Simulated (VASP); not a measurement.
# RbBr (Fm-3m) in VASP: settings compared

The runs below take RbBr through relaxation of cell and atoms, with PBEsol, r2SCAN.

All numbers are computed with VASP 6.6.1; they aren't measurements. Logs are shortened: lines on timing, memory, paths and dates and some standing lists are left out, and cuts for length are marked.

### Step 1. Starting point

It takes space group Fm-3m (No. 225, cubic). Conventional cell: a = 6.854 Å, b = 6.854 Å, c = 6.854 Å, α = 90.00°, β = 90.00°, γ = 90.00°. Around Rb (site symmetry m-3m) lie 6 Br at 3.43 Å. Around Br (site symmetry m-3m) lie 6 Rb at 3.43 Å.

### Step 2. Relaxation of cell and atoms, PBEsol

The input, INCAR:

```
SYSTEM = RbBr
  PREC = Accurate
  ENCUT = 600
  EDIFF = 1E-7
  ISMEAR = 0
  SIGMA = 0.03
  LREAL = .FALSE.
  LASPH = .TRUE.
  NELM = 80
  ALGO = Normal
  ISIF = 3
  LWAVE = .FALSE.
  LCHARG = .FALSE.
  GGA = PS
  IBRION = 2
  NSW = 90
  EDIFFG = -0.005
  KPAR = 4
```

The input, KPOINTS:

```
Automatic mesh
0
G
  8 8 8
  0 0 0
```

The input, POSCAR:

```
RbBr                                    
1.0
    0.0000000000      3.4270000000      3.4270000000
    3.4270000000      0.0000000000      3.4270000000
    3.4270000000      3.4270000000      0.0000000000
  Rb              Br            
     1     1
Direct
     0.0000000000000000    0.0000000000000000    0.0000000000000000
     0.5000000000000000    0.5000000000000000    0.5000000000000000
```

Potentials or basis: VASP PAW PBE potentials, release 64 (Rb_sv, Br).

Launch:

```
> cat potpaw_PBE.64/Rb_sv/POTCAR potpaw_PBE.64/Br/POTCAR > POTCAR
> mpirun -np 4 vasp_std > vasp.out
```

OUTCAR:

```text
SYSTEM = RbBr
   PREC = Accurate
   ENCUT = 600
   EDIFF = 1E-7
   ISMEAR = 0
   LREAL = .FALSE.
   LASPH = .TRUE.
   NELM = 80
   ISIF = 3
   GGA = PS
   IBRION = 2
   NSW = 90
   EDIFFG = -0.005

 ion  position               nearest neighbor table
   1  0.000  0.000  0.000-   2 3.43   2 3.43   2 3.43   2 3.43   2 3.43   2 3.43
   2  0.500  0.500  0.500-   1 3.43   1 3.43   1 3.43   1 3.43   1 3.43   1 3.43

  LATTYP: Found a face centered cubic cell.
 ALAT       =     6.8540000000

  Lattice vectors:

 A1 = (   0.0000000000,   3.4270000000,   3.4270000000)
 A2 = (   3.4270000000,   0.0000000000,   3.4270000000)
 A3 = (   3.4270000000,   3.4270000000,   0.0000000000)

Analysis of symmetry for initial positions (statically):
=====================================================================
 Subroutine PRICEL returns:
 Original cell was already a primitive cell.

 Routine SETGRP: Setting up the symmetry group for a
 face centered cubic supercell.

 Subroutine GETGRP returns: Found 48 space group operations
 (whereof 48 operations were pure point group operations)
 out of a pool of 48 trial point group operations.

The static configuration has the point symmetry O_h .

Analysis of symmetry for dynamics (positions and initial velocities):
=====================================================================
 Subroutine PRICEL returns:
 Original cell was already a primitive cell.

 Routine SETGRP: Setting up the symmetry group for a
 face centered cubic supercell.

 Subroutine GETGRP returns: Found 48 space group operations
 (whereof 48 operations were pure point group operations)
 out of a pool of 48 trial point group operations.

The dynamic configuration has the point symmetry O_h .

 Subroutine INISYM returns: Found 48 space group operations
 (whereof 48 operations are pure point group operations),
 and found     1 'primitive' translations

----------------------------------------------------------------------------------------

                                     Primitive cell

  volume of cell :      80.4956

  direct lattice vectors                    reciprocal lattice vectors
     0.000000000  3.427000000  3.427000000    -0.145900204  0.145900204  0.145900204
     3.427000000  0.000000000  3.427000000     0.145900204 -0.145900204  0.145900204
     3.427000000  3.427000000  0.000000000     0.145900204  0.145900204 -0.145900204

  length of vectors
     4.846509878  4.846509878  4.846509878     0.252706567  0.252706567  0.252706567

  position of ions in fractional coordinates (direct lattice)
     0.000000000  0.000000000  0.000000000
     0.500000000  0.500000000  0.500000000

  ion indices of the primitive-cell ions
   primitive index   ion index
                 1           1
                 2           2

----------------------------------------------------------------------------------------

 KPOINTS: Automatic mesh

Automatic generation of k-mesh.
 Grid dimensions read from file:
 generate k-points for:    8    8    8

 Generating k-lattice:

  Cartesian coordinates                     Fractional coordinates (reciprocal lattice)
    -0.018237526  0.018237526  0.018237526     0.125000000  0.000000000  0.000000000
     0.018237526 -0.018237526  0.018237526     0.000000000  0.125000000  0.000000000
     0.018237526  0.018237526 -0.018237526     0.000000000  0.000000000  0.125000000

  Length of vectors
     0.031588321  0.031588321  0.031588321

  Shift w.r.t. Gamma in fractional coordinates (k-lattice)
     0.000000000  0.000000000  0.000000000

 Subroutine IBZKPT returns following result:
 ===========================================

[... 60 lines left out ...]
   EMIN   =  10.00;   EMAX   =-10.00  energy-range for DOS
   EFERMI =   0.00;   METHOD = LEGACY
   ISMEAR =     0;   SIGMA  =   0.03  broadening in eV -4-tet -1-fermi 0-gaus
   EFERMI_NEDOS =   21; number of points for ismear=-14 and -15
   IALGO  =     38    algorithm
   IMIX   =      4    mixing-type and parameters
     AMIX     =   0.40;   BMIX     =  1.00
     AMIX_MAG =   1.60;   BMIX_MAG =  1.00
  volume/ion in A,a.u.               =      40.25       271.61
  Fermi-wavevector in a.u.,A,eV,Ry     =   0.955412  1.805467 12.419564  0.912812
  Thomas-Fermi vector in A             =   2.084247
   LORBIT       =      0    0 simple, 1 ext, 2 COOP (PROOUT), +10 PAW based schemes
   GGA     = PS    functional components
   LHFCALC =     F    Hartree Fock is set to
   AEXX    =    0.0000 exact exchange contribution
   IVDW    =     0    specifies the selected vdW correction
   LEPSILON=     F    determine dielectric tensor
   LRPA    =     F    only Hartree local field effects (RPA)
 conjugate gradient relaxation of ions
 non-spin polarized calculation
 Gauss-broadening in eV      SIGMA  =   0.03
  energy-cutoff  :      600.00
  volume of cell :       80.50
 maximum number of plane-waves:      2733
   NGX = 19   NGY = 19   NGZ = 19

--------------------------------------- Ionic step        1  -------------------------------------------

 number of electron      16.0000001 magnetization

 Free energy of the ion-electron system (eV)
  ---------------------------------------------------
  ext. energy  EPLUGINS =         0.00000000
  ---------------------------------------------------
  free energy    TOTEN  =        -6.35542742 eV

  energy without entropy =       -6.35542742  energy(sigma->0) =       -6.35542742

------------------------ aborting loop because EDIFF is reached ----------------------------------------

  FORCE on cell =-STRESS in cart. coord.  units (eV):
  Direction    XX          YY          ZZ          XY          YZ          ZX
  --------------------------------------------------------------------------------------
  -------------------------------------------------------------------------------------
  Total       -0.0113902     -0.0113902     -0.0113902      0.0000000      0.0000000      0.0000000
  in kB       -0.2267088     -0.2267088     -0.2267088      0.0000000      0.0000000      0.0000000
  external PRESSURE =      -0.2267088 kB  Pullay stress =       0.0000000 kB

 VOLUME and BASIS-vectors are now :
 -----------------------------------------------------------------------------
  energy-cutoff  :      600.00
  volume of cell :       80.50
      direct lattice vectors                 reciprocal lattice vectors
     0.000000000  3.427000000  3.427000000    -0.145900204  0.145900204  0.145900204
     3.427000000  0.000000000  3.427000000     0.145900204 -0.145900204  0.145900204
     3.427000000  3.427000000  0.000000000     0.145900204  0.145900204 -0.145900204

 POSITION                                       TOTAL-FORCE (eV/Angst)
 -----------------------------------------------------------------------------------
      0.00000      0.00000      0.00000        -0.000000      0.000000      0.000000
      3.42700      3.42700      3.42700         0.000000      0.000000      0.000000
 -----------------------------------------------------------------------------------
    total drift:                                0.000000     -0.000000     -0.000000

  FREE ENERGIE OF THE ION-ELECTRON SYSTEM (eV)
  ---------------------------------------------------
  free  energy   TOTEN  =        -6.3554274152 eV

  energy  without entropy=       -6.3554274152  energy(sigma->0) =       -6.35542742

--------------------------------------- Ionic step        2  -------------------------------------------

 number of electron      16.0000001 magnetization

 Free energy of the ion-electron system (eV)
  ---------------------------------------------------
  ext. energy  EPLUGINS =         0.00000000
  ---------------------------------------------------
  free energy    TOTEN  =        -6.35543378 eV

  energy without entropy =       -6.35543378  energy(sigma->0) =       -6.35543378

 E-fermi :  -1.6327     XC(G=0):  -7.4087

 val. band max:       -1.8422419216   @ k =   0.0000   0.0000   0.0000
 cond. band min:       2.3713540654   @ k =   0.0000   0.0000   0.0000
 fundamental gap:      4.2135959870
 Fermi energy:        -1.6326773409

 k-point     1 :       0.0000    0.0000    0.0000
  band No.  band energies     occupation
      1     -26.1955      2.00000
      2     -14.0367      2.00000
      3     -10.2831      2.00000
      4     -10.2831      2.00000
      5     -10.2831      2.00000
      6      -1.8422      2.00000
      7      -1.8422      2.00000
      8      -1.8422      2.00000
      9       2.3714      0.00000
     10       5.3582      0.00000
     11       5.3582      0.00000
     12       5.3582      0.00000
[... 331 lines left out ...]
 k-point    24 :      -0.3750    0.2500    0.1250
  band No.  band energies     occupation
      1     -26.1843      2.00000
      2     -14.0448      2.00000
      3     -10.3541      2.00000
      4     -10.3395      2.00000
      5     -10.2645      2.00000
      6      -2.6305      2.00000
      7      -2.2041      2.00000
      8      -2.1823      2.00000
      9       5.0038      0.00000
     10       5.4664      0.00000
     11       6.9401      0.00000
     12       7.0737      0.00000

 [... further k-points ...]

------------------------ aborting loop because EDIFF is reached ----------------------------------------

  FORCE on cell =-STRESS in cart. coord.  units (eV):
  Direction    XX          YY          ZZ          XY          YZ          ZX
  --------------------------------------------------------------------------------------
  -------------------------------------------------------------------------------------
  Total       -0.0049560     -0.0049560     -0.0049560     -0.0000000     -0.0000000      0.0000000
  in kB       -0.0987242     -0.0987242     -0.0987242     -0.0000000     -0.0000000      0.0000000
  external PRESSURE =      -0.0987242 kB  Pullay stress =       0.0000000 kB

 VOLUME and BASIS-vectors are now :
 -----------------------------------------------------------------------------
  energy-cutoff  :      600.00
  volume of cell :       80.43
      direct lattice vectors                 reciprocal lattice vectors
     0.000000000  3.426058446  3.426058446    -0.145940301  0.145940301  0.145940301
     3.426058446  0.000000000  3.426058446     0.145940301 -0.145940301  0.145940301
     3.426058446  3.426058446 -0.000000000     0.145940301  0.145940301 -0.145940301

 POSITION                                       TOTAL-FORCE (eV/Angst)
 -----------------------------------------------------------------------------------
      6.85212      3.42606      3.42606         0.000000      0.000000     -0.000000
      3.42606      3.42606      3.42606        -0.000000     -0.000000      0.000000
 -----------------------------------------------------------------------------------
    total drift:                                0.000000     -0.000000      0.000000

  FREE ENERGIE OF THE ION-ELECTRON SYSTEM (eV)
  ---------------------------------------------------
  free  energy   TOTEN  =        -6.3554337796 eV

  energy  without entropy=       -6.3554337796  energy(sigma->0) =       -6.35543378

 reached required accuracy - stopping structural energy minimisation
```

It took 11 s on 4 MPI ranks of Intel Xeon 6975P-C (Granite Rapids), shared host; peak memory 0.26 GiB.

What came out:

```yaml
Free_energy: -6.3554 eV
Relaxed_volume: 40.21 Å³/atom
Relaxed_cell: a = 4.845 Å, b = 4.845 Å, c = 4.845 Å, α = 60.00°, β = 60.00°, γ = 60.00°
Space_group_after_relaxing_to_0.05_Å: Fm-3m (No. 225)
Energy_gained_by_relaxing: 0.0 meV/atom
Ionic_steps: 2
Pressure_after_relaxing: 0.0 GPa
Band_gap_on_the_k_mesh: 4.21 eV, direct
```

Final structure:
```cif
data_structure
_symmetry_space_group_name_H-M 'P 1'
_symmetry_Int_Tables_number 1
_cell_length_a 4.8452
_cell_length_b 4.8452
_cell_length_c 4.8452
_cell_angle_alpha 60.000
_cell_angle_beta 60.000
_cell_angle_gamma 60.000
_cell_volume 80.43
loop_
_atom_site_label
_atom_site_type_symbol
_atom_site_fract_x
_atom_site_fract_y
_atom_site_fract_z
_atom_site_occupancy
Rb1 Rb 0.00000 0.00000 0.00000 1
Br1 Br 0.50000 0.50000 0.50000 1
```

Levels at points of the mesh, in eV from the valence-band top:
```csv
k point,band 4,band 5,band 6,band 7,band 8,band 9,band 10,band 11,band 12
"(0.00, 0.00, 0.00)",-8.44,-8.44,0.00,0.00,0.00,4.21,7.20,7.20,7.20
"(0.50, 0.00, 0.00)",-8.45,-8.40,-1.02,-0.37,-0.37,6.67,7.61,9.44,9.44
"(0.50, 0.50, 0.00)",-8.52,-8.52,-0.49,-0.16,-0.16,5.50,7.02,9.06,9.15
```

Caveat: the PAW data sets were made with another functional, which shifts forces and pressure a little.

### Step 3. Relaxation of cell and atoms, r2SCAN

The input, INCAR:

```
PREC = Accurate ; ENCUT = 600
EDIFF = 1E-6 ; ISMEAR = 0
SIGMA = 0.03 ; LREAL = F
LASPH = T ; NELM = 80
ALGO = Normal ; ISIF = 3
LWAVE = F ; LCHARG = F
METAGGA = R2SCAN ; LMIXTAU = T
IBRION = 2 ; NSW = 90
EDIFFG = -0.01
```

The input, KPOINTS:

```
Automatic mesh
0
Gamma
  8 8 8
```

The input, POSCAR:

```
RbBr
1.0
    0.0000000000      3.4270000000      3.4270000000
    3.4270000000      0.0000000000      3.4270000000
    3.4270000000      3.4270000000      0.0000000000
Rb Br
1 1
Direct
    0.0000000000      0.0000000000      0.0000000000
    0.5000000000      0.5000000000      0.5000000000
```

Potentials or basis: VASP PAW PBE potentials, release 64 (Rb_sv, Br).

Launch:

```
> cat potpaw_PBE.64/Rb_sv/POTCAR potpaw_PBE.64/Br/POTCAR > POTCAR
> mpirun -np 1 vasp_std > vasp.out
```

Wall time 7.3 min (1 thread of Intel Xeon Platinum 8259CL at 2.50GHz (Skylake/Cascade Lake), shared host); peak memory 0.29 GiB.

Results (log left out):

* Free energy: -31.1560 eV
* Relaxed volume: 41.55 Å³/atom
* Relaxed cell: a = 4.898 Å, b = 4.898 Å, c = 4.898 Å, α = 60.00°, β = 60.00°, γ = 60.00°
* Space group after relaxing (to 0.05 Å): Fm-3m (No. 225)
* Energy gained by relaxing: 2.0 meV/atom
* Ionic steps: 4
* Pressure after relaxing: 0.0 GPa
* Band gap on the k mesh: 4.89 eV, direct

The path:
| step | energy change (eV) | largest force (eV/Å) | pressure (GPa) | volume (Å³) |
| --- | --- | --- | --- | --- |
| 1 | 0.0000 | 0.0000 | 0.48 | 80.50 |
| 2 | -0.0031 | 0.0000 | 0.21 | 81.90 |
| 3 | -0.0039 | 0.0000 | 0.05 | 82.84 |
| 4 | -0.0039 | 0.0000 | -0.01 | 83.11 |

Final structure:
```
Rb Br
1.0
     0.00000    3.46364    3.46364
     3.46364    0.00000    3.46364
     3.46364    3.46364    0.00000
Rb Br
1 1
Direct
  0.00000 0.00000 0.00000
  0.50000 0.50000 0.50000
```

Levels at points of the mesh, in eV from the valence-band top:
| k point | band 4 | band 5 | band 6 | band 7 | band 8 | band 9 | band 10 | band 11 | band 12 |
| --- | --- | --- | --- | --- | --- | --- | --- | --- | --- |
| (0.00, 0.00, 0.00) | -8.75 | -8.75 | 0.00 | 0.00 | 0.00 | 4.89 | 7.87 | 7.87 | 7.87 |
| (0.50, 0.00, 0.00) | -8.76 | -8.71 | -0.92 | -0.32 | -0.32 | 7.21 | 8.17 | 10.13 | 10.13 |
| (0.50, 0.50, 0.00) | -8.81 | -8.81 | -0.47 | -0.16 | -0.16 | 6.10 | 7.83 | 9.55 | 9.99 |

Caveat: the PAW data sets were made with another functional, which shifts forces and pressure a little.
